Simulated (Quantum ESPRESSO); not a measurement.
Runs of Quantum ESPRESSO 7.5 on CoO. It takes space group P6_3mc (No. 186, hexagonal). Conventional cell: a = 3.311 Å, b = 3.311 Å, c = 5.423 Å, α = 90.00°, β = 90.00°, γ = 120.00°. Co (site symmetry 3m) is surrounded by 4 O at 2.03 Å. Around O (site symmetry 3m) lie 4 Co at 2.03 Å. Measurements of this composition are mostly on another form, of space group No. 225.

| start of the occupations | symmetry | nosym | SCF threshold | moment (μB) | largest force (eV/Å) |
| --- | --- | --- | --- | --- | --- |
| random2 | off | yes | 1e-06 Ry | 6.00 | 0.26 |
| random4 | off | yes | 1e-06 Ry | 6.00 | 0.12 |
| random3 | off | yes | 1e-06 Ry | 6.00 | 0.11 |
| atomic | - | - | 1.6e-07 Ry | 6.00 | (a) |
| random6 | off | yes | 1e-06 Ry | 6.00 | 0.26 |
| crystal_field | off | yes | 1e-06 Ry | 6.00 | 0.11 |

Alike in all rows: task single point; level LDA+U; potentials or basis GBRV 1.5 LDA; spin collinear, ferromagnetic start; Co d U = 3 eV; fixed moment (μB) 6.0; cell as given; k mesh 4 × 4 × 2; cutoff (eV) 762; smearing gaussian 0.05 eV; the mesh is coarse, so values aren't converged.

Problem. Estimate the missing entries.

Solution. (a) 0.10.

Caveats: all runs use coarse meshes; the total moment is fixed, so each spin has its own Fermi level.
